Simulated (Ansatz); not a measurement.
Eigenvalues along a path: Bi (sc type)

```xyz
1
Lattice="2.8796 0.0000 0.0000 0.0000 2.8796 0.0000 0.0000 0.0000 2.8796" Properties=species:S:1:pos:R:3 pbc="T T T"
Bi    0.0000    0.0000    0.0000
```

The cell comes from a relaxation on PAW files under the same functional, begun from a prototype that needn't be the stable phase.

Level of theory: DFT with PBE, scalar-relativistic, in Ansatz 0.2.0; a Γ-centred 13×13×13 k mesh, Fermi–Dirac smearing of 0.08 eV, no spin polarisation. LAPW: all electrons, basis error target 1 meV/atom.

This run: volume at 0.68 of the series' base cell.

Spin–orbit coupling is left out, which matters for the heavy atoms. The structure type is held throughout; the real material can change phase at far lower pressure.

Path points, in fractions of the reciprocal vectors: Γ (0.000, 0.000, 0.000), X (0.000, 0.500, 0.000), M (0.500, 0.500, 0.000), R (0.500, 0.500, 0.500). The distance column jumps between branches of the path. Levels in eV from the Fermi level; bands 12 to 21, counted from the lowest band of the run. The gap is zero, the pressure 44.4 GPa.

```
# k(1/Å) point b12 b13 b14 b15 b16 b17 b18 b19 b20 b21
0.000 Γ -24.18 -24.18 -23.20 -23.20 -23.20 -16.37 3.80 3.80 3.80 8.28
0.136 - -24.18 -24.16 -23.21 -23.21 -23.20 -16.30 2.86 3.89 3.89 8.51
0.273 - -24.18 -24.08 -23.24 -23.24 -23.20 -16.07 1.04 4.15 4.15 8.67
0.409 - -24.17 -23.96 -23.28 -23.28 -23.19 -15.70 -0.92 4.57 4.57 8.84
0.545 - -24.16 -23.82 -23.33 -23.33 -23.19 -15.18 -2.84 5.12 5.12 9.07
0.682 - -24.15 -23.69 -23.38 -23.38 -23.18 -14.53 -4.62 5.75 5.75 9.36
0.818 - -24.14 -23.58 -23.43 -23.43 -23.18 -13.80 -6.17 6.37 6.37 9.62
0.955 - -24.13 -23.50 -23.45 -23.45 -23.18 -13.13 -7.35 6.87 6.87 9.76
1.091 X -24.13 -23.48 -23.46 -23.46 -23.18 -12.83 -7.82 7.06 7.06 9.82
1.227 - -24.11 -23.48 -23.46 -23.46 -23.19 -12.76 -7.74 6.19 7.17 9.26
1.364 - -24.05 -23.52 -23.46 -23.42 -23.22 -12.56 -7.51 4.38 7.48 7.91
1.500 - -23.98 -23.58 -23.45 -23.34 -23.26 -12.21 -7.15 2.36 6.42 7.99
1.636 - -23.92 -23.66 -23.45 -23.31 -23.24 -11.72 -6.67 0.35 4.99 8.65
1.773 - -23.86 -23.73 -23.44 -23.35 -23.11 -11.09 -6.13 -1.53 3.70 9.42
1.909 - -23.83 -23.79 -23.44 -23.40 -23.00 -10.35 -5.59 -3.19 2.62 10.21
2.046 - -23.83 -23.81 -23.43 -23.42 -22.92 -9.65 -5.17 -4.47 1.86 10.84
2.182 M -23.84 -23.80 -23.43 -23.43 -22.89 -9.31 -5.00 -5.00 1.59 11.10
2.375 - -23.82 -23.81 -23.42 -23.42 -22.95 -9.97 -4.78 -4.51 2.15 10.59
2.568 - -23.85 -23.74 -23.40 -23.40 -23.11 -11.32 -4.15 -3.59 3.74 9.34
2.761 - -23.91 -23.62 -23.37 -23.36 -23.33 -12.75 -3.14 -2.60 6.10 7.89
2.953 - -23.98 -23.59 -23.50 -23.32 -23.32 -14.01 -1.83 -1.49 6.52 8.91
3.146 - -24.05 -23.83 -23.38 -23.28 -23.27 -15.04 -0.28 -0.20 5.37 9.31
3.339 - -24.12 -24.02 -23.28 -23.24 -23.23 -15.78 1.31 1.40 4.51 8.99
3.532 - -24.17 -24.14 -23.22 -23.21 -23.21 -16.22 2.89 2.99 3.98 8.76
3.725 Γ -24.18 -24.18 -23.20 -23.20 -23.20 -16.37 3.80 3.80 3.80 8.28
3.961 - -24.14 -24.14 -23.22 -23.22 -23.22 -16.15 2.93 3.08 3.08 9.66
4.197 - -24.01 -24.01 -23.28 -23.28 -23.28 -15.48 1.58 1.73 1.73 11.84
4.434 - -23.81 -23.81 -23.38 -23.36 -23.36 -14.38 0.43 0.43 0.51 12.31
4.670 - -23.57 -23.57 -23.49 -23.47 -23.47 -12.86 -0.63 -0.63 -0.16 9.71
4.906 - -23.61 -23.59 -23.59 -23.31 -23.31 -10.99 -1.40 -1.40 -0.51 6.93
5.142 - -23.70 -23.69 -23.69 -23.09 -23.09 -8.86 -1.90 -1.90 -0.78 4.90
5.378 - -23.76 -23.76 -23.76 -22.93 -22.93 -6.73 -2.16 -2.16 -1.48 4.20
5.615 R -23.78 -23.78 -23.78 -22.87 -22.87 -5.51 -2.24 -2.24 -2.24 5.01
5.807 - -23.77 -23.77 -23.76 -22.93 -22.89 -6.36 -2.55 -2.00 -1.50 4.17
6.000 - -23.75 -23.74 -23.69 -23.08 -22.95 -7.87 -3.37 -1.31 -0.30 3.98
6.193 - -23.70 -23.69 -23.58 -23.30 -23.04 -9.34 -4.44 -0.22 0.85 4.42
6.386 - -23.64 -23.62 -23.55 -23.46 -23.15 -10.60 -5.53 1.22 2.01 5.30
6.579 - -23.78 -23.58 -23.56 -23.35 -23.27 -11.58 -6.48 2.89 3.32 6.51
6.772 - -23.97 -23.52 -23.51 -23.38 -23.26 -12.28 -7.20 4.68 4.79 7.92
6.965 - -24.09 -23.48 -23.48 -23.45 -23.20 -12.69 -7.66 6.28 6.30 9.32
7.157 X -24.13 -23.48 -23.46 -23.46 -23.18 -12.83 -7.82 7.06 7.06 9.82
8.700 R -23.78 -23.78 -23.78 -22.87 -22.87 -5.51 -2.24 -2.24 -2.24 5.01
8.837 - -23.79 -23.77 -23.77 -22.91 -22.87 -5.96 -2.39 -2.39 -1.57 4.26
8.973 - -23.79 -23.73 -23.73 -23.01 -22.88 -6.78 -2.79 -2.79 -0.10 3.54
9.109 - -23.80 -23.68 -23.68 -23.17 -22.88 -7.56 -3.31 -3.31 1.74 2.94
9.246 - -23.81 -23.61 -23.61 -23.35 -22.88 -8.21 -3.84 -3.84 2.45 3.81
9.382 - -23.82 -23.54 -23.54 -23.52 -22.89 -8.70 -4.32 -4.32 2.07 6.01
9.519 - -23.83 -23.67 -23.49 -23.49 -22.89 -9.04 -4.69 -4.69 1.80 8.23
9.655 - -23.84 -23.77 -23.45 -23.45 -22.89 -9.24 -4.92 -4.92 1.64 10.19
9.791 M -23.84 -23.80 -23.43 -23.43 -22.89 -9.31 -5.00 -5.00 1.59 11.10
```
